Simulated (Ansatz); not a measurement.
**Where V_Al puts its levels in the gap of AlN (P6_3mc)**

Charge states of V_Al in AlN (P6_3mc), set against the band edges. Model: a cell of 72 host atoms with 1 Al taken out.

Calculated with Ansatz 0.2.0; place-levels on r2SCAN runs: charge-transition levels and formation energies with image-charge correction and potential alignment at the atomic sites; PAW set soft_1.

## 1. Starting point

The cell holds 71 atoms: 35 Al and 36 N. Cell: a = 9.459 Å, b = 9.459 Å, c = 10.106 Å, α = 90.0°, β = 90.0°, γ = 120.0°. It derives from AlN (space group P6_3mc). Nearest the centre at fractional (0.444, 0.556, 0.500): N11 at 1.92 Å, N42 at 1.92 Å, N34 at 1.92 Å, N39 at 1.93 Å, Al40 at 3.11 Å, Al9 at 3.11 Å, Al33 at 3.11 Å, Al13 at 3.11 Å.

Structure file:

```xyz
71
Lattice="9.4594 0.0000 0.0000 -4.7297 8.1920 0.0000 0.0000 0.0000 10.1058" Properties=species:S:1:pos:R:3 pbc="T T T"
Al    1.5766    0.9102    2.5224
Al    0.0000    1.8205    5.0489
N     1.5766    0.9102    4.4506
N     0.0000    1.8205    1.9241
Al    1.5766    0.9102    7.5753
Al    0.0000    1.8205   10.1018
N     1.5766    0.9102    9.5035
N     0.0000    1.8205    6.9770
Al    0.0000    3.6409    2.5224
Al   -1.5766    4.5511    5.0489
N     0.0000    3.6409    4.4506
N    -1.5766    4.5511    1.9241
Al    0.0000    3.6409    7.5753
Al   -1.5766    4.5511   10.1018
N     0.0000    3.6409    9.5035
N    -1.5766    4.5511    6.9770
Al   -1.5766    6.3716    2.5224
Al   -3.1531    7.2818    5.0489
N    -1.5766    6.3716    4.4506
N    -3.1531    7.2818    1.9241
Al   -1.5766    6.3716    7.5753
Al   -3.1531    7.2818   10.1018
N    -1.5766    6.3716    9.5035
N    -3.1531    7.2818    6.9770
Al    4.7297    0.9102    2.5224
Al    3.1531    1.8205    5.0489
N     4.7297    0.9102    4.4506
N     3.1531    1.8205    1.9241
Al    4.7297    0.9102    7.5753
Al    3.1531    1.8205   10.1018
N     4.7297    0.9102    9.5035
N     3.1531    1.8205    6.9770
Al    3.1531    3.6409    2.5224
N     3.1531    3.6409    4.4506
N     1.5766    4.5511    1.9241
Al    3.1531    3.6409    7.5753
Al    1.5766    4.5511   10.1018
N     3.1531    3.6409    9.5035
N     1.5766    4.5511    6.9770
Al    1.5766    6.3716    2.5224
Al    0.0000    7.2818    5.0489
N     1.5766    6.3716    4.4506
N     0.0000    7.2818    1.9241
Al    1.5766    6.3716    7.5753
Al    0.0000    7.2818   10.1018
N     1.5766    6.3716    9.5035
N     0.0000    7.2818    6.9770
Al    7.8828    0.9102    2.5224
Al    6.3062    1.8205    5.0489
N     7.8828    0.9102    4.4506
N     6.3062    1.8205    1.9241
Al    7.8828    0.9102    7.5753
Al    6.3062    1.8205   10.1018
N     7.8828    0.9102    9.5035
N     6.3062    1.8205    6.9770
Al    6.3062    3.6409    2.5224
Al    4.7297    4.5511    5.0489
N     6.3062    3.6409    4.4506
N     4.7297    4.5511    1.9241
Al    6.3062    3.6409    7.5753
Al    4.7297    4.5511   10.1018
N     6.3062    3.6409    9.5035
N     4.7297    4.5511    6.9770
Al    4.7297    6.3716    2.5224
Al    3.1531    7.2818    5.0489
N     4.7297    6.3716    4.4506
N     3.1531    7.2818    1.9241
Al    4.7297    6.3716    7.5753
Al    3.1531    7.2818   10.1018
N     4.7297    6.3716    9.5035
N     3.1531    7.2818    6.9770
```

Known beforehand: the electronic dielectric constant, (4.49, 4.49, 4.72), and the static one, (8.15, 8.15, 9.65), computed on the host (DFPT, PBEsol, on the r2SCAN cell), and a cell off the functional's own equilibrium shifts the ionic part.

The relaxed host is scaled by +1.5 % along all axes; the dielectric constants are those of the unstrained host.

The cell's shortest repeat is 9.5 Å.

## 2. Charge states

Levels follow from differences of total energies between charge states, each relaxed by itself.

Each atom starts 0.05 Å or so off its site in a random direction: a symmetric start keeps its symmetry, and would miss off-centre moves and Jahn–Teller distortions. Forces are taken at one point at (¼, ¼, ¼). The cell holds 3 electrons more than the neutral one, with a uniform background that keeps it neutral on the whole.

The sampling was tested on the host first: at the k-points planned (1x1x1 shifted 0.25 0.25 0.25) its energy lies -0.014 eV an atom from the dense-mesh value, under the bound of 0.02 eV set for this test; that bounds the host's error, not the defect's.

One of the inputs; charge, spin and start change from state to state.

qm3.relax/input.yaml

```yaml
crystal:
  lattice:
    - [3.15311967, 3.0e-08, 0.0]
    - [-1.57655986, 2.73068172, 0.0]
    - [0.0, 0.0, 5.05291244]
  atoms:
    - { symbol: Al, position: [0.66666667, 0.33333333, 0.49920333] }
    - { symbol: Al, position: [0.33333333, 0.66666667, 0.99920333] }
    - { symbol: "N", position: [0.66666667, 0.33333333, 0.88079667] }
    - { symbol: "N", position: [0.33333333, 0.66666667, 0.38079667] }
  supercell: [3, 3, 2]
  defects: [{ vacancy: 33 }]
total_charge: -3
basis:
  ecutwfc: 500
  xc_grid: 2
hamiltonian:
  xc: r2scan
  pseudopotentials: { kind: paw, azcp: { folder: soft_1 } }
kpoints:
  mp_grid: { grid: [1, 1, 1], shift: [0.25, 0.25, 0.25] }
scf:
  occupations: { method: fixed }
  max_iter: 60
output:
  forces: true
  charged_corrections: { epsilon: [4.49, 4.49, 4.72], static_epsilon: [8.15, 8.15, 9.65] }
relax:
  f_tol: 0.02
  max_steps: 80
  random_displacement: { amplitude: 0.05, seed: 6246 }
checkpoint:
  write: "../qm3.relax.run"
  compress: false
  write_wavefunctions: true
  write_every: 100000
```

Run with:

```
ansatz run input.yaml --threads 8 --pin off --max-ram 15073MiB --backend cpu --events-out ev --progress --plain --runs-dir out
```

Defect states can disperse in a cell of this size, so the energy is taken again at a 2×2×2 shifted mesh, on the relaxed structure.

The run of this state that the levels use, under r2SCAN:

qm3.point/input.yaml

```yaml
crystal:
  checkpoint: "../qm3.relax.run"
  host: checkpoint
total_charge: -3
basis:
  ecutwfc: 500
  xc_grid: 2
hamiltonian:
  xc: r2scan
  pseudopotentials: { kind: paw, azcp: { folder: soft_1 } }
kpoints:
  mp_grid: { grid: [2, 2, 2], shift: [0.5, 0.5, 0.5] }
scf:
  occupations: { method: fermi_dirac, width: 0.01 }
  max_iter: 60
output:
  forces: true
  eigenvalues: true
  charged_corrections:
    epsilon: [4.49, 4.49, 4.72]
    static_epsilon: [8.15, 8.15, 9.65]
    defect_position: [0.444444, 0.555556, 0.499602]
  eigenstates: { localisation: true }
  populations: true
checkpoint:
  read: "../qm3.relax.run"
  write: "../qm3.point.run"
  compress: false
  write_wavefunctions: false
  write_every: 100000
```

Relaxations under r2SCAN at one point at (¼, ¼, ¼); times on 8 threads of Arm Neoverse N1, shared host:

| charge | moment (μB) | occupations | outcome | steps | largest displacement against the far atoms (Å) | time |
| --- | --- | --- | --- | --- | --- | --- |
| −3 | 0 | fixed | converged | 9 | 0.35 | 2.7 min |
| −2 | 1 | fixed | converged | 6 | 0.31 | 5 min |
| −1 | 0 | fixed | not converged | - | - | 63 s |
| −1 | 0 | fermi-dirac | converged | 5 | 0.27 | 2.4 min |
| 0 | 1 | fixed | converged | 11 | 0.29 | 13 min |
| +1 | 0 | fixed | converged | 6 | 0.33 | 3.8 min |
| 0 | 3 | fixed | converged | 6 | 0.26 | 6.1 min |
| −2 | 3 | fixed | converged | 11 | 0.32 | 12 min |
| −1 | 2 | fixed | converged | 7 | 0.25 | 9.6 min |
| +1 | 2 | fixed | converged | 7 | 0.29 | 6.9 min |

Single points under r2SCAN at a 2×2×2 shifted mesh; times on 8 threads of Arm Neoverse N1, shared host:

| charge | moment (μB) | occupations | outcome | time |
| --- | --- | --- | --- | --- |
| −3 | 0 | fermi-dirac | converged | 2.1 min |
| −2 | 1 | fermi-dirac | converged | 6.4 min |
| −1 | 0 | fermi-dirac | converged | 2.4 min |
| 0 | 1 | fermi-dirac | converged | 5 min |
| +1 | 0 | fermi-dirac | converged | 2.4 min |
| 0 | 3 | fermi-dirac | converged | 3.7 min |
| −2 | 3 | fermi-dirac | converged | 3.8 min |
| −1 | 2 | fermi-dirac | converged | 3.7 min |
| +1 | 2 | fermi-dirac | converged | 2.8 min |

Distances (Å) from the ideal centre to the nearest atoms after relaxation with r2SCAN:

| charge | moment (μB) | 1. | 2. | 3. | 4. | 5. | 6. |
| --- | --- | --- | --- | --- | --- | --- | --- |
| −3 | 0 | N 2.13 | N 2.14 | N 2.15 | N 2.28 | Al 3.06 | Al 3.07 |
| −2 | 1 | N 2.15 | N 2.15 | N 2.17 | N 2.24 | Al 3.09 | Al 3.09 |
| −2 | 3 | N 2.12 | N 2.12 | N 2.18 | N 2.25 | Al 3.05 | Al 3.06 |
| −1 | 0 | N 2.17 | N 2.17 | N 2.17 | N 2.20 | Al 3.10 | Al 3.10 |
| −1 | 2 | N 2.14 | N 2.15 | N 2.16 | N 2.18 | Al 3.08 | Al 3.08 |
| 0 | 1 | N 2.08 | N 2.19 | N 2.20 | N 2.21 | Al 3.08 | Al 3.13 |
| 0 | 3 | N 2.14 | N 2.16 | N 2.17 | N 2.18 | Al 3.12 | Al 3.12 |
| +1 | 0 | N 2.19 | N 2.23 | N 2.24 | N 2.25 | N 3.10 | Al 3.13 |
| +1 | 2 | N 2.19 | N 2.20 | N 2.21 | N 2.21 | N 3.12 | Al 3.17 |

## 3. place-levels, r2SCAN

A charged cell interacts with its images and the background, and its potential has another zero than the host's. place-levels removes the first by a point-charge model, screened by the static dielectric constant since the ions have relaxed around the charge, and the second by comparing potentials at atoms far from the defect.

The host is a run of the defect-free crystal in the same cutoffs, grids and k-points, so that basis and sampling errors cancel in part in the differences. The host is run in a cell of 8 atoms on a matching mesh. Its band edges are searched through the zone by a band path, so the gap is smaller than, or equal to, that on the mesh. Chemical potentials are energies per atom of Al (fcc), run with the same functional and cutoff.

levels.point.yaml

```yaml
host:
  run: host.point.run
states: [qm3.point.run, qm2_M1.point.run, qm1.point.run, q0_M1.point.run, qp1.point.run, q0_M3.point.run, qm2_M3.point.run, qm1_M2.point.run, qp1_M2.point.run]
geometry_from:
  qm3.point.run: qm3.relax.run
  qm2_M1.point.run: qm2_M1.relax.run
  qm1.point.run: qm1.relax_smeared.run
  q0_M1.point.run: q0_M1.relax.run
  qp1.point.run: qp1.relax.run
  q0_M3.point.run: q0_M3.relax.run
  qm2_M3.point.run: qm2_M3.relax.run
  qm1_M2.point.run: qm1_M2.relax.run
  qp1_M2.point.run: qp1_M2.relax.run
  host.point.run: host.relax.run
chemical_potentials:
  Al:
    energy: -540.418346
    dataset: <sha256 of the dataset>
epsilon: [4.49, 4.49, 4.72]
static_epsilon: [8.15, 8.15, 9.65]
vertical:
  - { from: qm3.point.run, to: qm3.point_neutral.run }
  - { from: qm1.point.run, to: qm1.point_neutral.run }
  - { from: qp1.point.run, to: qp1.point_neutral.run }
  - { from: qm2_M3.point.run, to: qm2_M3.point_neutral.run }
  - { from: qm1_M2.point.run, to: qm1_M2.point_neutral.run }
  - { from: qp1_M2.point.run, to: qp1_M2.point_neutral.run }
```

Run with:

```
ansatz place-levels levels.point.yaml -- --threads 8 --pin off --max-ram 15073MiB
```

Numbers of over 12 decimals in the logs are rounded to 6 here.

Log:

```text
[... repeated set-up lines and file paths are left out, and long positions are rounded to six places ...]
(+1/0) 0.392 eV above the valence edge, 4.084 eV under the conduction edge
(0/-1) 1.419 eV above the valence edge, 3.058 eV under the conduction edge
(-1/-2) 1.996 eV above the valence edge, 2.481 eV under the conduction edge
(-2/-3) 2.592 eV above the valence edge, 1.884 eV under the conduction edge
formation energy of charge +1: +8.917 eV with the Fermi level at the valence edge
formation energy of charge 0: +9.309 eV with the Fermi level at the valence edge
formation energy of charge -1: +10.728 eV with the Fermi level at the valence edge
formation energy of charge -2: +12.723 eV with the Fermi level at the valence edge
formation energy of charge -3: +15.315 eV with the Fermi level at the valence edge
vertical -3 to 0: no energy, since no alignment is typed
  the change from vertical[0].from (qm3.point.run) to vertical[0].to (qm3.point_neutral.run): by its potential at epsilon [4.49, 4.49, 4.72] it stands at 0.478 0.523 0.481, with an rms radius of about 2.5 Å (1.3 1.3 1.6 Å across the planes of the cell's [...]
vertical -1 to 0: no energy, since no alignment is typed
  the change from vertical[1].from (qm1.point.run) to vertical[1].to (qm1.point_neutral.run): by its potential at epsilon [4.49, 4.49, 4.72] it stands at 0.503 0.593 0.465, with an rms radius of about 1.9 Å (0.9 1.3 1.1 Å across the planes of the cell's [...]
vertical +1 to 0: no energy, since no alignment is typed
  the change from vertical[2].from (qp1.point.run) to vertical[2].to (qp1.point_neutral.run): by its spins about the atoms it stands at 0.248 0.751 0.591, with an rms radius of about 2.8 Å (1.3 1.3 2.1 Å across the planes of the cell's vectors); [...]
[...]
of states[3] (q0_M1.point.run): stability_check_not_made
  of states[6] (qm2_M3.point.run): it parts from the run at its places by a charge that spreads by about 1.7 Å along one vector (1.4 Å or more is wide), by its potential at epsilon [4.49, 4.49, 4.72], taken for that of held ions (one typed too small widens [...]
  of vertical[0].from (qm3.point.run): it parts from the run that its charge is read beside by 3 carriers, of which the mean alone is read, by its potential at epsilon [4.49, 4.49, 4.72], taken for that of held ions (one typed too small widens it): that is [...]
  of vertical[0].to (qm3.point_neutral.run): stability_check_not_made
  vertical[1].from (qm1.point.run): levels filled in part (TS 0.023 eV): its energy is of no whole electron's
  of vertical[1].to (qm1.point_neutral.run): stability_check_not_made
  of vertical[2].from (qp1.point.run): its displacements don't fall off away from the defect: farther atoms stand 0.013 Å off the host's places. [...]
  of vertical[2].to (qp1.point_neutral.run): its displacements don't fall off away from the defect: farther atoms stand 0.013 Å off the host's places. [...]
  vertical[3].from (qm2_M3.point.run): levels filled in part (TS 0.002 eV): its energy is of no whole electron's
  of vertical[3].from (qm2_M3.point.run): its displacements don't fall off away from the defect: farther atoms stand 0.034 Å off the host's places. [...]
  of vertical[3].to (qm2_M3.point_neutral.run): its displacements don't fall off away from the defect: farther atoms stand 0.034 Å off the host's places. [...]
  of vertical[4].from (qm1_M2.point.run): stability_check_not_made
  of vertical[4].to (qm1_M2.point_neutral.run): it set out from the moments of a save, which an earlier run chose (saved_moments_taken); seeded_moment_not_kept; stability_check_not_made
  of vertical[5].from (qp1_M2.point.run): its displacements don't fall off away from the defect: farther atoms stand 0.012 Å off the host's places. [...]
  of vertical[5].to (qp1_M2.point_neutral.run): its displacements don't fall off away from the defect: farther atoms stand 0.012 Å off the host's places. [...]
```

It took 1.8 s on 8 threads of Arm Neoverse N1, shared host.

Levels between the charges placed, in eV above the valence top:

|  | gap (eV) | (+1/0) | (0/−1) | (−1/−2) | (−2/−3) |
| --- | --- | --- | --- | --- | --- |
| r2SCAN | 4.48 | 0.39 | 1.42 | 2.00 | 2.59 |

Corrections by state:

| charge | moment (μB) | image terms and alignment (eV) | band filling (eV) | ε used | over the lowest of its charge, as the program ranks them, band filling apart (eV) |
| --- | --- | --- | --- | --- | --- |
| +1 | 2.0 | -0.028 | - | principal values (8.15, 8.15, 9.65) | 0.000 |
| 0 | 3.0 | 0.000 | - | - | 0.000 |
| −1 | 2.0 | 0.514 | - | principal values (8.15, 8.15, 9.65) | 0.000 |
| −2 | 1.0 | 1.488 | - | principal values (8.15, 8.15, 9.65) | 0.000 |
| −3 | 0.0 | 2.965 | - | principal values (8.15, 8.15, 9.65) | 0.000 |
| +1 | 0.0 | -0.101 | - | principal values (8.15, 8.15, 9.65) | 1.361 |
| 0 | 1.0 | 0.014 | - | - | 0.161 |
| −1 | 0.0 | 0.528 | - | principal values (8.15, 8.15, 9.65) | 0.587 |
| −2 | 3.0 | 1.375 | - | principal values (8.15, 8.15, 9.65) | 3.839 |

The charged structures listed were also run neutral, and place-levels reads from each pair, by the potential or the spins, how wide the charge is by which they differ; that can be the carrier of either run.

| charge | rms radius (Å) | spread where it is widest against the cell (Å) | wide from (Å) | reading |
| --- | --- | --- | --- | --- |
| +1 | 1.9 | 1.36 | 1.42 | narrow |
| −1 | 2.2 | 1.17 | 1.42 | narrow |
| −3 | 2.5 | 1.35 | 1.42 | narrow |

The neutral runs of these pairs need not share the spin of the lowest neutral state, and very wide values only mean spread over the cell.

From the program's caveats on the states, each cut to its opening words:

- charge +1 (2 μB): its displacements don't fall off away from the defect: farther atoms stand 0.012 Å off the host's places
- charge +1 (2 μB), 0 (3 μB), −1 (2 μB), −2 (1 μB), 0 (1 μB), −2 (3 μB): flagged: stability check not made
- charge −1 (2 μB): the host's ions (past the first shell or, of a walk that freed a part, those that it held) aren't shown at rest: they stand up to 0.030 Å off their sites, 0.45 [...]
- charge −2 (1 μB): how wide its charge is, is not read beside other atoms or cores, and a band state would take no correction
- charge −3: it parts from the run that its charge is read beside by 3 carriers, of which the mean alone is read, by its potential at epsilon [4.49, 4.49, 4.72], taken for [...]
- charge +1: it parts from the run at its places by a charge that spreads by about 2.1 Å along one vector (1.8 Å or more is wide), by the spins about the atoms, where the [...]
- charge +1: its alignment with the host at atomic sites is doubtful: the mean over the far sites moves by -0.1171 eV from their farther parts to their nearer, more than [...]
- charge +1: its displacements don't fall off away from the defect: farther atoms stand 0.013 Å off the host's places
- charge −2 (3 μB): it parts from the run at its places by a charge that spreads by about 1.7 Å along one vector (1.4 Å or more is wide), by its potential at epsilon [4.49, 4.49, [...]
- charge −2 (3 μB): its displacements don't fall off away from the defect: farther atoms stand 0.034 Å off the host's places
- charge −2 (3 μB): its moments are held at its close (magnetization.spin_locking), by a field of 1.432 eV a Bohr magneton, and its energy and levels are of the state that this [...]

The host's formation energy from the elements is -1.614 eV per atom at this strain; it sets how far the chemical potentials can move.

Limit set by the element alone; other compounds of these elements are not counted. Chemical potentials from the elements' reference states: Al 0.00 eV, N -3.23 eV. Formation energies (Al-rich), with the Fermi level at the valence top and at the conduction bottom (gap 4.48 eV):

| charge | at valence top (eV) | at conduction bottom (eV) | correction included (eV) |
| --- | --- | --- | --- |
| +1 | 8.92 | 13.39 | -0.03 |
| 0 | 9.31 | 9.31 | 0.00 |
| −1 | 10.73 | 6.25 | 0.51 |
| −2 | 12.72 | 3.77 | 1.49 |
| −3 | 15.32 | 1.89 | 2.96 |

(Fermi level (eV), lowest formation energy (eV)): (0.00, 8.92), (0.41, 9.31), (0.81, 9.31), (1.22, 9.31), (1.63, 9.10), (2.03, 8.66), (2.44, 7.84), (2.85, 6.77), (3.26, 5.55), (3.66, 4.33), (4.07, 3.11), (4.48, 1.89)

Limit set by the element alone; other compounds of these elements are not counted. Chemical potentials from the elements' reference states: N 0.00 eV, Al -3.23 eV. Formation energy by charge state (N-rich; gap 4.48 eV):

| charge | at valence top (eV) | at conduction bottom (eV) | correction included (eV) |
| --- | --- | --- | --- |
| +1 | 5.69 | 10.17 | -0.03 |
| 0 | 6.08 | 6.08 | 0.00 |
| −1 | 7.50 | 3.02 | 0.51 |
| −2 | 9.50 | 0.54 | 1.49 |
| −3 | 12.09 | -1.34 | 2.96 |

```json
{"Fermi level (eV)": "0.00", "lowest formation energy (eV)": "5.69"}
{"Fermi level (eV)": "0.41", "lowest formation energy (eV)": "6.08"}
{"Fermi level (eV)": "0.81", "lowest formation energy (eV)": "6.08"}
{"Fermi level (eV)": "1.22", "lowest formation energy (eV)": "6.08"}
{"Fermi level (eV)": "1.63", "lowest formation energy (eV)": "5.87"}
{"Fermi level (eV)": "2.03", "lowest formation energy (eV)": "5.43"}
{"Fermi level (eV)": "2.44", "lowest formation energy (eV)": "4.61"}
{"Fermi level (eV)": "2.85", "lowest formation energy (eV)": "3.54"}
{"Fermi level (eV)": "3.26", "lowest formation energy (eV)": "2.32"}
{"Fermi level (eV)": "3.66", "lowest formation energy (eV)": "1.10"}
{"Fermi level (eV)": "4.07", "lowest formation energy (eV)": "-0.12"}
{"Fermi level (eV)": "4.48", "lowest formation energy (eV)": "-1.34"}
```

## 4. Results

```json
{"gap of the host": "4.48 eV (r2SCAN)", "level (plus 1/0)": "0.39 eV above the valence top", "level (0/minus 1)": "1.42 eV above the valence top", "level (minus 1/minus 2)": "2.00 eV above the valence top", "level (minus 2/minus 3)": "2.59 eV above the valence top", "lowest of the charges placed, just above the valence top (0.02 eV)": "+1", "lowest of the charges placed, just below the conduction bottom (0.02 eV)": "−3", "lowest formation energy at mid-gap of the charges run, Al-rich": "8.25 eV", "lowest formation energy at mid-gap of the charges run, N-rich": "5.02 eV"}
```

What this shows: Of the charges placed (−3, −2, −1, 0 and +1), the lowest changes at 0.39 eV (+1/0), 1.42 eV (0/−1), 2.00 eV (−1/−2) and 2.59 eV (−2/−3) above the valence top, in a gap of 4.48 eV. Charges above +1 and below −3 were not placed, so these runs say nothing of levels that involve them. States placed: +1 at 2 μB and 0 μB; 0 at 3 μB and 1 μB; −1 at 2 μB and 0 μB; −2 at 1 μB and 3 μB; −3 at 0 μB. Other spin states or structures, where not listed, weren't placed. Corrections reach 3.0 eV, so the cell is small for these charges and their levels are rough. The program doubts the alignment of potentials for at least one state, a sign that the cell is small. Limits: r2SCAN makes the gap too small and tends to spread out bound carriers; where a gas molecule sets a chemical potential or the host's formation energy, its binding is uncorrected; force components of up to 0.40 eV/Å remain in a run at the final settings.

[Logs are printed without paths, hosts, clocks, repeated set-up lines and the standing remarks that a program may print on its own settings, such as how far it seeks lower states.]

[Hosts, paths, dates, database ids (printed as entryN), source tags and the programs' standing remarks are cut or masked in the printed files.]

[Where a table of states has a column of steps, it counts the stored structures, which are thinned; the runs took as many ionic steps or more.]

[A defect's name tells the site on which it was built; relaxed atoms can leave that site.]

[For some hosts the program warned that the k-mesh of the response run may be too coarse for force constants and the static dielectric constant; such warnings are not shown here.]
